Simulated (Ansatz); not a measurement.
# Sc (Fm-3m) in Ansatz: settings compared

One crystal, Sc, is run at these levels: revPBE+U, r2SCAN0+D3(BJ), r2SCAN+D3(BJ)+ATM, PBEsol+U; tasks: single point, electron localisation function, atomic charges.

All numbers are computed with Ansatz 0.2.0; they aren't measurements. Logs are shortened: lines on timing, memory, paths and dates and some standing lists are left out, and cuts for length are marked.

**1. Starting point**

The structure is cubic, space group Fm-3m (No. 225). The conventional cell has a = 4.520 Å, b = 4.520 Å, c = 4.520 Å, α = 90.00°, β = 90.00°, γ = 90.00°. Sc (site symmetry m-3m) has 12 Sc at 3.20 Å as nearest neighbours.

This isn't the form of Sc at room conditions, which is hcp.

**2. Single point, revPBE+U**

The input, run.py:

```python
import json

import ase.io
import numpy as np
from ase.calculators.calculator import CalculationFailed, Calculator
from ase.stress import full_3x3_to_voigt_6_stress
from ase.units import GPa

import ansatz as az

class AnsatzCalculator(Calculator):
    implemented_properties = ["energy", "free_energy", "forces", "stress", "magmom"]

    def calculate(self, atoms, properties, system_changes):
        super().calculate(atoms, properties, system_changes)
        structure = atoms.copy()
        structure.set_constraint()
        structure.set_momenta(None)
        structure.set_masses(None)
        outcome = (
            az.Crystal.from_ase(structure)
            .calculation()
            .basis(xc_grid=2)
            .kpoints(6, 6, 6)
            .functional("revpbe")
            .pseudopotentials(kind="paw")
            .hubbard(double_counting="fll")
            .hubbard("Sc", "d", u_eff=8.0)
            .scf(tolerance=2e-10)
            .occupations(method="tetrahedron_uncorrected")
            .forces()
            .stress()
            .run(threads=2)
        )
        if not outcome.report["converged"]:
            raise CalculationFailed("SCF not converged")
        report = outcome.report
        self.results = {
            "free_energy": report["lagrangian_ev"],
            "energy": report["lagrangian_ev"],
            "forces": np.array(report["forces_ev_ang"]),
            "stress": -GPa * full_3x3_to_voigt_6_stress(report["stress_gpa"]),
            "magmom": report["magnetization_mub"],
        }

np.set_printoptions(precision=5, suppress=True, linewidth=110)
atoms = ase.io.read("Sc.cif")
atoms.info.pop("occupancy", None)
atoms.calc = AnsatzCalculator()
print(f"free energy {atoms.get_potential_energy():.6f} eV")
print("forces (eV/A)", atoms.get_forces(), sep="\n")
print("stress (GPa, Voigt, tension positive)", atoms.get_stress() / GPa, sep="\n")
print(f"moment {atoms.get_magnetic_moment():.4f} muB")
```

The input, Sc.cif:

```cif
data_Sc
_cell_length_a 4.52000000
_cell_length_b 4.52000000
_cell_length_c 4.52000000
_cell_angle_alpha 90.00000000
_cell_angle_beta 90.00000000
_cell_angle_gamma 90.00000000
_space_group_name_H-M_alt 'Fm-3m'
_space_group_name_Hall '-F 4 2 3'
_space_group_IT_number 225
loop_
_space_group_symop_operation_xyz
'x,y,z'
'-x,-y,-z'
'-y,x,z'
'y,-x,-z'
'-x,-y,z'
'x,y,-z'
'y,-x,z'
'-y,x,-z'
'x,-y,-z'
'-x,y,z'
'-y,-x,-z'
'y,x,z'
'-x,y,-z'
'x,-y,z'
'y,x,-z'
'-y,-x,z'
'z,x,y'
'-z,-x,-y'
'z,-y,x'
'-z,y,-x'
'z,-x,-y'
'-z,x,y'
'z,y,-x'
'-z,-y,x'
'-z,x,-y'
'z,-x,y'
'-z,-y,-x'
'z,y,x'
'-z,-x,y'
'z,x,-y'
'-z,y,x'
'z,-y,-x'
'y,z,x'
'-y,-z,-x'
'x,z,-y'
'-x,-z,y'
'-y,z,-x'
'y,-z,x'
'-x,z,y'
'x,-z,-y'
'-y,-z,x'
'y,z,-x'
'-x,-z,-y'
'x,z,y'
'y,-z,-x'
'-y,z,x'
'x,-z,y'
'-x,z,-y'
'x,y+1/2,z+1/2'
'-x,-y+1/2,-z+1/2'
'-y,x+1/2,z+1/2'
[... 62 lines left out ...]
'-z+1/2,-x,-y+1/2'
'z+1/2,-y,x+1/2'
'-z+1/2,y,-x+1/2'
'z+1/2,-x,-y+1/2'
'-z+1/2,x,y+1/2'
'z+1/2,y,-x+1/2'
'-z+1/2,-y,x+1/2'
'-z+1/2,x,-y+1/2'
'z+1/2,-x,y+1/2'
'-z+1/2,-y,-x+1/2'
'z+1/2,y,x+1/2'
'-z+1/2,-x,y+1/2'
'z+1/2,x,-y+1/2'
'-z+1/2,y,x+1/2'
'z+1/2,-y,-x+1/2'
'y+1/2,z,x+1/2'
'-y+1/2,-z,-x+1/2'
'x+1/2,z,-y+1/2'
'-x+1/2,-z,y+1/2'
'-y+1/2,z,-x+1/2'
'y+1/2,-z,x+1/2'
'-x+1/2,z,y+1/2'
'x+1/2,-z,-y+1/2'
'-y+1/2,-z,x+1/2'
'y+1/2,z,-x+1/2'
'-x+1/2,-z,-y+1/2'
'x+1/2,z,y+1/2'
'y+1/2,-z,-x+1/2'
'-y+1/2,z,x+1/2'
'x+1/2,-z,y+1/2'
'-x+1/2,z,-y+1/2'
'x+1/2,y+1/2,z'
'-x+1/2,-y+1/2,-z'
'-y+1/2,x+1/2,z'
'y+1/2,-x+1/2,-z'
'-x+1/2,-y+1/2,z'
'x+1/2,y+1/2,-z'
'y+1/2,-x+1/2,z'
'-y+1/2,x+1/2,-z'
'x+1/2,-y+1/2,-z'
'-x+1/2,y+1/2,z'
'-y+1/2,-x+1/2,-z'
'y+1/2,x+1/2,z'
'-x+1/2,y+1/2,-z'
'x+1/2,-y+1/2,z'
'y+1/2,x+1/2,-z'
'-y+1/2,-x+1/2,z'
'z+1/2,x+1/2,y'
'-z+1/2,-x+1/2,-y'
'z+1/2,-y+1/2,x'
'-z+1/2,y+1/2,-x'
'z+1/2,-x+1/2,-y'
'-z+1/2,x+1/2,y'
'z+1/2,y+1/2,-x'
'-z+1/2,-y+1/2,x'
'-z+1/2,x+1/2,-y'
'z+1/2,-x+1/2,y'
'-z+1/2,-y+1/2,-x'
'z+1/2,y+1/2,x'
'-z+1/2,-x+1/2,y'
'z+1/2,x+1/2,-y'
'-z+1/2,y+1/2,x'
'z+1/2,-y+1/2,-x'
'y+1/2,z+1/2,x'
'-y+1/2,-z+1/2,-x'
'x+1/2,z+1/2,-y'
'-x+1/2,-z+1/2,y'
'-y+1/2,z+1/2,-x'
'y+1/2,-z+1/2,x'
'-x+1/2,z+1/2,y'
'x+1/2,-z+1/2,-y'
'-y+1/2,-z+1/2,x'
'y+1/2,z+1/2,-x'
'-x+1/2,-z+1/2,-y'
'x+1/2,z+1/2,y'
'y+1/2,-z+1/2,-x'
'-y+1/2,z+1/2,x'
'x+1/2,-z+1/2,y'
'-x+1/2,z+1/2,-y'
loop_
_atom_site_label
_atom_site_type_symbol
_atom_site_symmetry_multiplicity
_atom_site_Wyckoff_symbol
_atom_site_fract_x
_atom_site_fract_y
_atom_site_fract_z
_atom_site_occupancy
Sc1 Sc 4 a 0.0000000000 0.0000000000 0.0000000000 1
```

Potentials or basis: Ansatz PAW.

On the command line:

```console
$ python run.py
```

The log of the run:

```text
DeckWarning: basis.ecutwfc = 420 eV, auto-derived from the records' recommended cutoffs: set by Sc (normal level)
PlacementWarning: RAYON_NUM_THREADS=2 ignored (pool sized by the plan → 2); use plan(threads=…)
free energy -8531.923885 eV
forces (eV/A)
[[-0. -0. -0.]
 [ 0. -0. -0.]
 [ 0. -0. -0.]
 [ 0.  0. -0.]]
stress (GPa, Voigt, tension positive)
[-26.93167 -26.93167 -26.93167  -0.       -0.       -0.     ]
moment 0.0000 muB
```

engine_input.yaml:

```text
crystal:
  lattice:
    - [4.52, 0.0, 0.0]
    - [0.0, 4.52, 0.0]
    - [0.0, 0.0, 4.52]
  atoms:
    - { symbol: Sc, position: [0.0, 0.0, 0.0] }
    - { symbol: Sc, position: [0.0, 0.5, 0.5] }
    - { symbol: Sc, position: [0.5, 0.0, 0.5] }
    - { symbol: Sc, position: [0.5, 0.5, 0.0] }
basis:
  xc_grid: 2
kpoints:
  mp_grid:
    grid: [6, 6, 6]
hamiltonian:
  xc: revpbe
  pseudopotentials:
    kind: paw
  hubbard:
    sites:
      - { species: Sc, l: d, u_eff: 8.0 }
    double_counting: fll
scf:
  convergence:
    dr2_threshold: 2.0e-10
  occupations:
    method: tetrahedron_uncorrected
output:
  forces: true
  stress: true
```

Run time: 4.6 s. Hardware: 2 threads of Arm Neoverse V1, shared host; peak memory 0.51 GiB.

Results:

```yaml
Free_energy: -8531.9239 eV
Pressure: 26.9 GPa
Band_gap_on_the_k_mesh: none (metal or under the smearing width)
```

Eigenvalues of the final occupation matrices:
```tsv
site	spin	trace	eigenvalues
site 1	1	0.77	0.07 0.07 0.21 0.21 0.21
site 2	1	0.77	0.07 0.07 0.21 0.21 0.21
site 3	1	0.77	0.07 0.07 0.21 0.21 0.21
site 4	1	0.77	0.07 0.07 0.21 0.21 0.21
```

Caveat: the potentials were made for another functional, which shifts forces and pressure; U without spin polarisation on a metal has little footing; the U is typed as a test and isn't derived for this compound.

**3. Electron localisation function, r2SCAN0+D3(BJ)**

The input, run.py:

```python
import json

import ase.io
import numpy as np

import ansatz as az

atoms = ase.io.read("Sc.cif")
atoms.info.pop("occupancy", None)

calculation = (
    az.Crystal.from_ase(atoms)
    .calculation()
    .kpoints(7, 7, 7)
    .functional("r2scan0", dispersion="d3bj")
    .pseudopotentials(kind="paw")
    .occupations(method="methfessel_paxton", width=0.1)
    .density()
    .potential()
    .output_files(volumetric_format="npy")
    .electron_localization_function()
    .forces()
    .stress()
    .band_table(publish=True)
)
outcome = calculation.run(threads=2, events_out="events.jsonl")

report = outcome.report
for line in open("events.jsonl"):
    event = json.loads(line)
    if event["event"] == "scf_iter":
        d = event["data"]
        print(f"SCF {d['iter']:3d}  HF = {d['harris_foulkes_ev']:.6f} eV  dr2 = {d['dr2_ev']:.2e} eV")
    elif event["event"] in ("relax_step", "md_step"):
        d = event["data"]
        print(f"{event['event']} {d['step']:3d}  E = {d['lagrangian_ev']:.6f} eV")
np.set_printoptions(precision=5, suppress=True, linewidth=110)
print("converged:", report["converged"], "after", report["n_iterations"], "iterations")
print(f"free energy {report['free_energy_ev']:.6f} eV, Fermi level {report['fermi_energy_ev']:.4f} eV")
for key in ("band_edges_ev", "magnetization_mub", "site_moments_mub", "site_moments_nc_mub", "forces_ev_ang",
                "stress_gpa", "kpoints_frac", "eigenvalues_ev"):
    if report.get(key) is not None:
        print(key, np.array(report[key]), sep="\n")
```

The input, Sc.cif:

```cif
data_Sc
_cell_length_a 3.19612265
_cell_length_b 3.19612265
_cell_length_c 3.19612265
_cell_angle_alpha 60.00000000
_cell_angle_beta 60.00000000
_cell_angle_gamma 60.00000000
_space_group_name_H-M_alt 'P1'
_space_group_name_Hall 'P 1'
_space_group_IT_number 1
loop_
_space_group_symop_operation_xyz
'x,y,z'
loop_
_atom_site_label
_atom_site_type_symbol
_atom_site_symmetry_multiplicity
_atom_site_Wyckoff_symbol
_atom_site_fract_x
_atom_site_fract_y
_atom_site_fract_z
_atom_site_occupancy
Sc1 Sc 1 a 0.0000000000 0.0000000000 0.0000000000 1
```

Potentials or basis: Ansatz PAW.

On the command line:

```console
$ python run.py
```

Wall time 23 s (2 threads of Arm Neoverse V1, shared host); peak memory 1.2 GiB.

It converged, with:

- Free energy: -2139.8712 eV
- Pressure: 4.4 GPa
- Band gap on the k mesh: none (metal or under the smearing width)

Levels at points of the mesh, in eV from the Fermi level:
```csv
k point,band 3,band 4,band 5,band 6,band 7,band 8
"(0.00, 0.00, 0.00)",-31.58,-31.58,-7.10,3.00,3.00,3.00
```

Caveat: the PAW data sets were made with another functional, which shifts forces and pressure a little; pairwise dispersion overbinds metals, which lowers pressure and volume; the dispersion damping was fitted for another functional or another form of the correction; the thresholds are loose for stress.

**4. Atomic charges, r2SCAN+D3(BJ)+ATM, collinear spin, antiferromagnetic start (volume scaled by 1.25)**

run.py: that of step 3 with these lines changed.

```diff
@@ -9,2 +9,3 @@
 atoms.info.pop("occupancy", None)
+atoms.set_initial_magnetic_moments([0.5, -0.5, 0.5, -0.5])
 
@@ -13,10 +14,9 @@
     .calculation()
-    .kpoints(7, 7, 7)
-    .functional("r2scan0", dispersion="d3bj")
+    .kpoints(9, 9, 9, shift=(0.5, 0.5, 0.5))
+    .functional("r2scan", dispersion="d3bjatm")
     .pseudopotentials(kind="paw")
-    .occupations(method="methfessel_paxton", width=0.1)
-    .density()
-    .potential()
-    .output_files(volumetric_format="npy")
-    .electron_localization_function()
+    .spin("collinear")
+    .occupations(method="methfessel_paxton", width=0.01)
+    .populations()
+    .bader_charges()
     .forces()
@@ -40,3 +40,3 @@
 for key in ("band_edges_ev", "magnetization_mub", "site_moments_mub", "site_moments_nc_mub", "forces_ev_ang",
-                "stress_gpa", "kpoints_frac", "eigenvalues_ev"):
+                "stress_gpa"):
     if report.get(key) is not None:
```

The input, Sc.cif:

```cif
data_Sc
_cell_length_a 4.86902240
_cell_length_b 4.86902240
_cell_length_c 4.86902240
_cell_angle_alpha 90.00000000
_cell_angle_beta 90.00000000
_cell_angle_gamma 90.00000000
_space_group_name_H-M_alt 'Fm-3m'
_space_group_name_Hall '-F 4 2 3'
_space_group_IT_number 225
loop_
_space_group_symop_operation_xyz
'x,y,z'
'-x,-y,-z'
'-y,x,z'
'y,-x,-z'
'-x,-y,z'
'x,y,-z'
'y,-x,z'
'-y,x,-z'
'x,-y,-z'
'-x,y,z'
'-y,-x,-z'
'y,x,z'
'-x,y,-z'
'x,-y,z'
'y,x,-z'
'-y,-x,z'
'z,x,y'
'-z,-x,-y'
'z,-y,x'
'-z,y,-x'
'z,-x,-y'
'-z,x,y'
'z,y,-x'
'-z,-y,x'
'-z,x,-y'
'z,-x,y'
'-z,-y,-x'
'z,y,x'
'-z,-x,y'
'z,x,-y'
'-z,y,x'
'z,-y,-x'
'y,z,x'
'-y,-z,-x'
'x,z,-y'
'-x,-z,y'
'-y,z,-x'
'y,-z,x'
'-x,z,y'
'x,-z,-y'
'-y,-z,x'
'y,z,-x'
'-x,-z,-y'
'x,z,y'
'y,-z,-x'
'-y,z,x'
'x,-z,y'
'-x,z,-y'
'x,y+1/2,z+1/2'
'-x,-y+1/2,-z+1/2'
'-y,x+1/2,z+1/2'
[... 62 lines left out ...]
'-z+1/2,-x,-y+1/2'
'z+1/2,-y,x+1/2'
'-z+1/2,y,-x+1/2'
'z+1/2,-x,-y+1/2'
'-z+1/2,x,y+1/2'
'z+1/2,y,-x+1/2'
'-z+1/2,-y,x+1/2'
'-z+1/2,x,-y+1/2'
'z+1/2,-x,y+1/2'
'-z+1/2,-y,-x+1/2'
'z+1/2,y,x+1/2'
'-z+1/2,-x,y+1/2'
'z+1/2,x,-y+1/2'
'-z+1/2,y,x+1/2'
'z+1/2,-y,-x+1/2'
'y+1/2,z,x+1/2'
'-y+1/2,-z,-x+1/2'
'x+1/2,z,-y+1/2'
'-x+1/2,-z,y+1/2'
'-y+1/2,z,-x+1/2'
'y+1/2,-z,x+1/2'
'-x+1/2,z,y+1/2'
'x+1/2,-z,-y+1/2'
'-y+1/2,-z,x+1/2'
'y+1/2,z,-x+1/2'
'-x+1/2,-z,-y+1/2'
'x+1/2,z,y+1/2'
'y+1/2,-z,-x+1/2'
'-y+1/2,z,x+1/2'
'x+1/2,-z,y+1/2'
'-x+1/2,z,-y+1/2'
'x+1/2,y+1/2,z'
'-x+1/2,-y+1/2,-z'
'-y+1/2,x+1/2,z'
'y+1/2,-x+1/2,-z'
'-x+1/2,-y+1/2,z'
'x+1/2,y+1/2,-z'
'y+1/2,-x+1/2,z'
'-y+1/2,x+1/2,-z'
'x+1/2,-y+1/2,-z'
'-x+1/2,y+1/2,z'
'-y+1/2,-x+1/2,-z'
'y+1/2,x+1/2,z'
'-x+1/2,y+1/2,-z'
'x+1/2,-y+1/2,z'
'y+1/2,x+1/2,-z'
'-y+1/2,-x+1/2,z'
'z+1/2,x+1/2,y'
'-z+1/2,-x+1/2,-y'
'z+1/2,-y+1/2,x'
'-z+1/2,y+1/2,-x'
'z+1/2,-x+1/2,-y'
'-z+1/2,x+1/2,y'
'z+1/2,y+1/2,-x'
'-z+1/2,-y+1/2,x'
'-z+1/2,x+1/2,-y'
'z+1/2,-x+1/2,y'
'-z+1/2,-y+1/2,-x'
'z+1/2,y+1/2,x'
'-z+1/2,-x+1/2,y'
'z+1/2,x+1/2,-y'
'-z+1/2,y+1/2,x'
'z+1/2,-y+1/2,-x'
'y+1/2,z+1/2,x'
'-y+1/2,-z+1/2,-x'
'x+1/2,z+1/2,-y'
'-x+1/2,-z+1/2,y'
'-y+1/2,z+1/2,-x'
'y+1/2,-z+1/2,x'
'-x+1/2,z+1/2,y'
'x+1/2,-z+1/2,-y'
'-y+1/2,-z+1/2,x'
'y+1/2,z+1/2,-x'
'-x+1/2,-z+1/2,-y'
'x+1/2,z+1/2,y'
'y+1/2,-z+1/2,-x'
'-y+1/2,z+1/2,x'
'x+1/2,-z+1/2,y'
'-x+1/2,z+1/2,-y'
loop_
_atom_site_label
_atom_site_type_symbol
_atom_site_symmetry_multiplicity
_atom_site_Wyckoff_symbol
_atom_site_fract_x
_atom_site_fract_y
_atom_site_fract_z
_atom_site_occupancy
Sc1 Sc 4 a 0.0000000000 0.0000000000 0.0000000000 1
```

On the command line:

```console
$ python run.py
```

Run time: 56 s. Hardware: 2 threads of Arm Neoverse V1, shared host; peak memory 0.97 GiB.

The run converged. Its results:

```
Free energy            : -8562.2985 eV
Pressure               : -6.7 GPa
Band gap on the k mesh : none (metal or under the smearing width)
Net moment             : 0.00 μB per cell
Absolute moment        : 0.00 μB per cell
```

Levels at points of the mesh, in eV from the Fermi level:
Spin up:
```
              k point  band 19  band 20  band 21  band 22  band 23  band 24  band 25  band 26
(-0.50, -0.50, -0.50)    -1.63    -1.63    -0.16    -0.16    -0.16    -0.16     1.48     1.48
```
Spin down:
| k point | band 20 | band 21 | band 22 | band 23 | band 24 | band 25 |
| --- | --- | --- | --- | --- | --- | --- |
| (-0.50, -0.50, -0.50) | -1.63 | -0.16 | -0.16 | -0.16 | -0.16 | 1.48 |

Caveat: the potentials were made for another functional, which shifts forces and pressure; pairwise dispersion overbinds metals, which lowers pressure and volume; the starting moments weren't kept.

[end of part 1 of 2]
